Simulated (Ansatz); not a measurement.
# BaTiO3 (P1) in Ansatz: convergence with scf convergence dr2 threshold

Aim: find how far scf convergence dr2 threshold must go before the results for BaTiO3 settle, at PBE. This setting moves, with any that are tied to it; all else stays.

Everything below comes from runs of Ansatz 0.2.0. Logs are shortened: lines on timing, memory, paths and dates and some standing lists are left out, and cuts for length are marked.

## 1. The cell of the first run

The typed cell holds 5 atoms: a = 4.000 Å, b = 4.000 Å, c = 4.018 Å, α = 90.00°, β = 90.00°, γ = 90.00°.

The cell isn't the ideal one: atoms moved at random, drawn with an rms of 0.05 Å.

## 2. With scf convergence dr2 threshold 0.01

input.yaml reads:

```yaml
crystal:
  lattice:
    - [3.9998, 0.0, 0.0]
    - [0.0, 3.9998, 0.0]
    - [0.0, 0.0, 4.018]
  atoms:
    - { symbol: Ba, position: [-0.009911, 0.015384, -0.003875] }
    - { symbol: Ti, position: [0.496885, 0.500345, 0.493381] }
    - { symbol: O, position: [-0.003691, 0.500451, 0.512552] }
    - { symbol: O, position: [0.51343, 0.000461, 0.52163] }
    - { symbol: O, position: [0.506482, 0.493038, 0.024633] }
hamiltonian:
  xc: pbe
  pseudopotentials: { kind: paw, level: accurate }
kpoints:
  mp_grid: { grid: [5, 5, 5] }
scf:
  occupations: { method: fermi_dirac, width: 0.05 }
  convergence: { dr2_threshold: 0.01 }
output:
  forces: true
  stress: true
  eigenvalues: true
```

Potentials or basis: Ansatz PAW earlier set.

On the command line:

```
ansatz run input.yaml --threads 2 --pin off --max-ram 5632MiB --backend cpu --events-out ev --progress --plain --runs-dir out
```

Run time: 51 s. Hardware: 2 threads of Intel Xeon at 2.50GHz (Skylake/Cascade Lake), shared host; peak memory 0.57 GiB.

What came out:

```yaml
Free_energy: -10144.5183 eV
Pressure: 3.0 GPa
Largest_force: 0.509 eV/Å
Band_gap_on_the_k_mesh: 2.01 eV, indirect (least direct gap 2.10 eV)
```

## 3. With scf convergence dr2 threshold 0.001

Edit input.yaml of step 2 so:

```diff
@@ -18,3 +18,3 @@
   occupations: { method: fermi_dirac, width: 0.05 }
-  convergence: { dr2_threshold: 0.01 }
+  convergence: { dr2_threshold: 0.001 }
 output:
```

Potentials or basis: Ansatz PAW earlier set.

On the command line:

```
ansatz run input.yaml --threads 2 --pin off --max-ram 5632MiB --backend cpu --events-out ev --progress --plain --runs-dir out
```

It took 53 s on 2 threads of Intel Xeon at 2.50GHz (Skylake/Cascade Lake), shared host; peak memory 0.58 GiB.

What came out:

| Property | Result |
| --- | --- |
| Free energy | -10144.5183 eV |
| Pressure | 3.0 GPa |
| Largest force | 0.509 eV/Å |
| Band gap on the k mesh | 2.01 eV, indirect (least direct gap 2.10 eV) |

## 4. With scf convergence dr2 threshold 0.0001

Edit input.yaml of step 3 so:

```diff
@@ -18,3 +18,3 @@
   occupations: { method: fermi_dirac, width: 0.05 }
-  convergence: { dr2_threshold: 0.001 }
+  convergence: { dr2_threshold: 0.0001 }
 output:
```

On the command line:

```
ansatz run input.yaml --threads 2 --pin off --max-ram 5632MiB --backend cpu --events-out ev --progress --plain --runs-dir out
```

It took 47 s on 2 threads of Intel Xeon at 2.50GHz (Skylake/Cascade Lake), shared host; peak memory 0.57 GiB.

What came out:

| Item | Value |
| --- | --- |
| Free energy | -10144.5184 eV |
| Pressure | 2.9 GPa |
| Largest force | 0.511 eV/Å |
| Band gap on the k mesh | 2.00 eV, indirect (least direct gap 2.09 eV) |

## 5. With scf convergence dr2 threshold 1e-05

Edit input.yaml of step 4 so:

```diff
@@ -18,3 +18,3 @@
   occupations: { method: fermi_dirac, width: 0.05 }
-  convergence: { dr2_threshold: 0.0001 }
+  convergence: { dr2_threshold: 1.0e-05 }
 output:
```

On the command line:

```
ansatz run input.yaml --threads 2 --pin off --max-ram 5632MiB --backend cpu --events-out ev --progress --plain --runs-dir out
```

It took 51 s on 2 threads of Intel Xeon at 2.50GHz (Skylake/Cascade Lake), shared host; peak memory 0.57 GiB.

Results:

```
Free energy            : -10144.5184 eV
Pressure               : 2.9 GPa
Largest force          : 0.511 eV/Å
Band gap on the k mesh : 2.00 eV, indirect (least direct gap 2.09 eV)
```

## 6. With scf convergence dr2 threshold 1e-06

Edit input.yaml of step 5 so:

```diff
@@ -18,3 +18,3 @@
   occupations: { method: fermi_dirac, width: 0.05 }
-  convergence: { dr2_threshold: 1.0e-05 }
+  convergence: { dr2_threshold: 1.0e-06 }
 output:
```

Potentials or basis: Ansatz PAW earlier set.

On the command line:

```
ansatz run input.yaml --threads 2 --pin off --max-ram 5632MiB --backend cpu --events-out ev --progress --plain --runs-dir out
```

Run time: 52 s. Hardware: 2 threads of Intel Xeon at 2.50GHz (Skylake/Cascade Lake), shared host; peak memory 0.58 GiB.

The run converged. Its results:

```
Free energy            : -10144.5184 eV
Pressure               : 2.9 GPa
Largest force          : 0.511 eV/Å
Band gap on the k mesh : 2.00 eV, indirect (least direct gap 2.09 eV)
```

## 7. With scf convergence dr2 threshold 1e-07

Edit input.yaml of step 6 so:

```diff
@@ -18,3 +18,3 @@
   occupations: { method: fermi_dirac, width: 0.05 }
-  convergence: { dr2_threshold: 1.0e-06 }
+  convergence: { dr2_threshold: 1.0e-07 }
 output:
```

On the command line:

```
ansatz run input.yaml --threads 2 --pin off --max-ram 5632MiB --backend cpu --events-out ev --progress --plain --runs-dir out
```

It took 47 s on 2 threads of Intel Xeon at 2.50GHz (Skylake/Cascade Lake), shared host; peak memory 0.57 GiB.

The run converged. Its results:

| Item | Value |
| --- | --- |
| Free energy | -10144.5184 eV |
| Pressure | 2.9 GPa |
| Largest force | 0.511 eV/Å |
| Band gap on the k mesh | 2.00 eV, indirect (least direct gap 2.09 eV) |

## 8. With scf convergence dr2 threshold 1e-09

Edit input.yaml of step 7 so:

```diff
@@ -18,3 +18,3 @@
   occupations: { method: fermi_dirac, width: 0.05 }
-  convergence: { dr2_threshold: 1.0e-07 }
+  convergence: { dr2_threshold: 1.0e-09 }
 output:
```

On the command line:

```
ansatz run input.yaml --threads 2 --pin off --max-ram 5632MiB --backend cpu --events-out ev --progress --plain --runs-dir out
```

It took 48 s on 2 threads of Intel Xeon at 2.50GHz (Skylake/Cascade Lake), shared host; peak memory 0.57 GiB.

The run converged. Its results:

```yaml
Free_energy: -10144.5184 eV
Pressure: 2.9 GPa
Largest_force: 0.511 eV/Å
Band_gap_on_the_k_mesh: 2.00 eV, indirect (least direct gap 2.09 eV)
```

## 9. With scf convergence dr2 threshold 1e-11

Edit input.yaml of step 8 so:

```diff
@@ -18,3 +18,3 @@
   occupations: { method: fermi_dirac, width: 0.05 }
-  convergence: { dr2_threshold: 1.0e-09 }
+  convergence: { dr2_threshold: 1.0e-11 }
 output:
```

Potentials or basis: Ansatz PAW earlier set.

On the command line:

```
ansatz run input.yaml --threads 2 --pin off --max-ram 5632MiB --backend cpu --events-out ev --progress --plain --runs-dir out
```

What it wrote:

```text
Warning: RAYON_NUM_THREADS=2 ignored (pool sized by the plan → 2); use --threads N
Engine: ansatz 0.2.0, x86_64-unknown-linux-gnu
Pseudopotentials: kind: paw, level: accurate
Pseudopotential: Ba, paw, valence charge 10, recommended cutoff 360 eV (high), Ba.paw.azcp
Pseudopotential: Ti, paw, valence charge 12, recommended cutoff 910 eV (high), Ti.paw.azcp
Pseudopotential: O, paw, valence charge 6, recommended cutoff 900 eV (normal), O.paw.azcp#accurate
Functional definition: PBE
  parameter kappa = 0.804
  parameter beta = 0.06672455060314922
  exchange = pbe_x(kappa = kappa, mu = beta*pi^2/3)
  correlation = pbe_c(beta = beta)
Crystal: 5 atoms, lattice volume = 64.282 Å³
Basis set: ecut = 910 eV, 3943 PW (Γ), exchange–correlation on 80×80×80 points (8 copies of the dense FFT grid, shifted against one another)
Bands: 25, of which v1, the nominal top of the filled ones, is band 20 counted from 1 (19 counted from 0)
Symmetry: 1 space group operations
Space group: P1 (ITA 1), of the structure as read, at distance tolerance 4.0e-5 Å
k-points: 63 of 125 (time reversal used)
Non-local potential: Ba, projectors of the file, l = 0: 3, l = 1: 2, l = 2: 2, l = 3: 2
Non-local potential: Ti, projectors of the file, l = 0: 2, l = 1: 2, l = 2: 2, l = 3: 1
Non-local potential: O, projectors of the file, l = 0: 2, l = 1: 2, l = 2: 2, l = 3: 1
PAW form: soft (Blöchl's): semilocal exchange-correlation on the pseudo side does not see the compensation charge
PAW one-centre angular grid: Ba, 194 points (default); XC on 64 Gauss nodes
PAW one-centre angular grid: Ti, 590 points (default); XC on 64 Gauss nodes
PAW one-centre angular grid: O, 194 points (default); XC on 64 Gauss nodes
Initial density: superposition of atomic densities (chi_scale 0.1, normalization cell, long waves kept (reshape's long-wave potential 0.00 eV rms))
Initial wavefunctions: pseudopotential atomic-orbital guess
Functional: x = pbe(κ = 0.804, μ = 0.2195149727645171), c = pbe(β = 0.06672455060314922)
SCF iter   1: F=—  HF=-10146.712502 eV  |F-HF|=—  |Δ(HF+E_count)|=         —  Δρ=9.40e-2  dr2=7.65e0  ethr=3.10e-3  ⟨swp⟩=6.0  Hψ=7425  notcnv=0
preconditioner: auto → Resta (q_TF=auto, 2.521 Å⁻¹)  ε∞=4.5  [insulator: Δε(μ)=4.236 eV  Ē_g=13.914 eV  σ=0.050 eV  W_gap=1.00  n_scr=18 (ndim 8)  ℏωp=26.2 eV  f_vac=0.002  D(μ)=0.00/eV (n_scr^D=0)  ε∞_Penn≈4.5]
SCF iter   2: F=—  HF=-10144.800489 eV  |F-HF|=—  |Δ(HF+E_count)|=    1.91e0  Δρ=5.47e-2  dr2=1.08e0  ethr=3.10e-3  ⟨swp⟩=3.5  Hψ=3873  notcnv=0  defer=63
SCF iter   3: F=—  HF=-10144.558952 eV  |F-HF|=—  |Δ(HF+E_count)|=   2.42e-1  Δρ=2.14e-2  dr2=1.97e-1  ethr=2.69e-3  ⟨swp⟩=2.0  Hψ=2363  notcnv=0  defer=63
SCF iter   4: F=—  HF=-10144.527552 eV  |F-HF|=—  |Δ(HF+E_count)|=   3.14e-2  Δρ=1.16e-2  dr2=5.61e-2  ethr=4.93e-4  ⟨swp⟩=3.0  Hψ=2586  notcnv=0  defer=63
SCF iter   5: F=—  HF=-10144.518220 eV  |F-HF|=—  |Δ(HF+E_count)|=   9.33e-3  Δρ=2.60e-3  dr2=3.34e-3  ethr=1.40e-4  ⟨swp⟩=2.2  Hψ=2357  notcnv=0  defer=61
SCF iter   6: F=—  HF=-10144.518430 eV  |F-HF|=—  |Δ(HF+E_count)|=   2.10e-4  Δρ=4.31e-4  dr2=1.65e-4  ethr=8.36e-6  ⟨swp⟩=2.0  Hψ=2665  notcnv=0  defer=60
SCF iter   7: F=—  HF=-10144.518427 eV  |F-HF|=—  |Δ(HF+E_count)|=   2.47e-6  Δρ=1.05e-4  dr2=8.20e-6  ethr=4.14e-7  ⟨swp⟩=2.4  Hψ=2479  notcnv=0  defer=60
SCF iter   8: F=—  HF=-10144.518428 eV  |F-HF|=—  |Δ(HF+E_count)|=   3.83e-7  Δρ=1.24e-5  dr2=8.11e-8  ethr=2.05e-8  ⟨swp⟩=3.0  Hψ=2909  notcnv=0  defer=59
SCF iter   9: F=—  HF=-10144.518427 eV  |F-HF|=—  |Δ(HF+E_count)|=   9.27e-7  Δρ=5.07e-6  dr2=1.65e-8  ethr=2.03e-10  ⟨swp⟩=2.0  Hψ=2469  notcnv=0  defer=59
SCF iter  10: F=—  HF=-10144.518427 eV  |F-HF|=—  |Δ(HF+E_count)|=   3.91e-9  Δρ=1.50e-6  dr2=1.24e-9  ethr=4.12e-11  ⟨swp⟩=2.0  Hψ=2354  notcnv=0  defer=59
SCF iter  11: F=—  HF=-10144.518427 eV  |F-HF|=—  |Δ(HF+E_count)|=  4.33e-10  Δρ=2.19e-7  dr2=1.65e-11  ethr=3.10e-12  ⟨swp⟩=2.0  Hψ=2416  notcnv=0  defer=59
SCF iter  12: F=-10144.518427 eV  HF=-10144.518427 eV  |F-HF|=3.64e-12  |Δ(HF+E_count)|=  2.18e-11  Δρ=5.00e-8  dr2=7.62e-13  ethr=1.00e-12  ⟨swp⟩=14.4  Hψ=9743  notcnv=0
SCF 1 converged in 12 iterations: F = -10144.518427 eV  dr2 = 7.62e-13
SCF converged after 12 iterations
Free energy (F): -10144.518427 eV
Harris-Foulkes:  -10144.518427 eV  (|F-HF|=3.64e-12)
Internal energy: -10144.518427 eV  (E = F + TS)
E sigma→0 (E₀):  -10144.518427 eV
Fermi energy:    11.233320 eV
--- Per-component energies (eV) ---
  E_band       = -140.519181
  E_kinetic    = 1454.853775
  E_local      = -2885.224414  (includes V_loc(G=0)·N_el)
  E_nonlocal   = 496.677721
  E_hartree    = 837.751291
  E_xc         = -849.032749
  E_vxc        = -783.122388  (∫ρ·V_xc dr)
  E_paw        = -6385.409761  (= ΣΔE_a, less E_core_relax)
  E_vpaw       = -99.206565  (= ΣTr[D̂ρ^β], less what the cores' own moments, if any, meet on the grid)
  E_core_relax = -0.000073  (the energy of the cores' relaxation)
  E_aug_tail   = 0.000124  (compensation charges beyond the density's cutoff)
  E_ewald      = -2814.134340
  E_smearing   = -0.000000  (= −TS)
  E_closure    = -0.000000  (closes the sum)
  Σ components = -10144.518427   (vs F -10144.518427, Δ=0.00e0)
--- Forces (eV/Å), atoms counted from 1 ---
  atom   1  Ba     0.24900999    -0.38758312     0.22061918
  atom   2  Ti    -0.01535656     0.17555360    -0.30428728
  atom   3  O      0.45231091     0.05830040     0.08726511
  atom   4  O     -0.41077519    -0.05189520    -0.09986971
  atom   5  O     -0.27518935     0.20562443     0.09627221
  max |Σ_I F_I| component: 4.81e-7 eV/Å
--- Stress (GPa, compression-positive) ---
        2.735239      -0.193516       0.430549
       -0.193516       2.333139      -0.180367
        0.430549      -0.180367       3.721704
  P = ⅓ Tr σ = 2.9300 GPa (29.300 kbar)
--- Band table (eV; the first three rows and the last of 63) ---
  k-point 0: bands = ["-46.1837", "-22.4433", "-22.4074", "-22.4056", "-14.3545", "-6.5519", "-5.9212", "-5.8529", "0.4518", "0.4642", "0.4682", "8.0015", "8.0113", "8.0418", "9.0348", "9.0625", "9.1681", "10.0183", "10.0535", "10.0873", "12.1766", "12.3434", "12.4230", "14.3529", "14.4591"]
  k-point 1: bands = ["-46.1834", "-22.4609", "-22.4068", "-22.4050", "-14.3143", "-6.5762", "-5.8916", "-5.8397", "0.5063", "0.5189", "0.6148", "7.3912", "7.8964", "7.9269", "8.6906", "8.7181", "8.9193", "9.3339", "9.8927", "9.9188", "12.2290", "12.9312", "12.9786", "14.3535", "15.2985"]
  k-point 2: bands = ["-46.1828", "-22.4891", "-22.4057", "-22.4039", "-14.2475", "-6.7257", "-5.8233", "-5.7029", "0.5987", "0.6086", "0.8501", "6.4567", "7.6273", "7.6498", "8.2746", "8.4189", "8.5468", "8.6378", "9.6826", "9.6898", "12.3019", "13.7567", "13.7887", "14.3543", "16.2374"]
  k-point 62: bands = ["-46.1821", "-22.4582", "-22.4530", "-22.4209", "-14.1898", "-6.4422", "-5.8178", "-5.6985", "0.3056", "0.4394", "0.7915", "6.3861", "7.0133", "7.4201", "7.5422", "7.9451", "8.3468", "9.3528", "9.5433", "9.6334", "13.3039", "13.8580", "13.9087", "15.7578", "16.8535"]
```

Wall time 58 s (2 threads of Intel Xeon at 2.50GHz (Skylake/Cascade Lake), shared host); peak memory 0.57 GiB.

What came out:

- Free energy: -10144.5184 eV
- Pressure: 2.9 GPa
- Largest force: 0.511 eV/Å
- Band gap on the k mesh: 2.00 eV, indirect (least direct gap 2.09 eV)

## 10. Summary

```
scf convergence dr2 threshold  energy less the tightest run, at zero smearing (meV/atom)  gap on the mesh (eV)  SCF cycles  CPU time (s)  peak memory (GiB)
                         0.01                                                       0.02                 2.010           6            63               0.57
                        0.001                                                       0.02                 2.010           6            62               0.58
                       0.0001                                                       0.00                 2.000           7            62               0.57
                        1e-05                                                       0.00                 2.000           7            64               0.57
                        1e-06                                                       0.00                 2.002           8            64               0.58
                        1e-07                                                       0.00                 2.002           9            69               0.57
                        1e-09                                                       0.00                 2.002          11            68               0.57
                        1e-11                                                       0.00                 2.002          12            74               0.57
```

Against the tightest run, the energy stays within 1 meV/atom from 0.01 on; the gap on the mesh stays within 0.01 eV from 0.01 on. The tightest run that finished is the yardstick and may itself not be fully converged.

Caveats: odd divisions of the mesh miss points on the zone boundary, where band edges often lie, so the gap on the mesh can be too wide; spin-orbit coupling is left out, which moves the levels of the heavy elements.
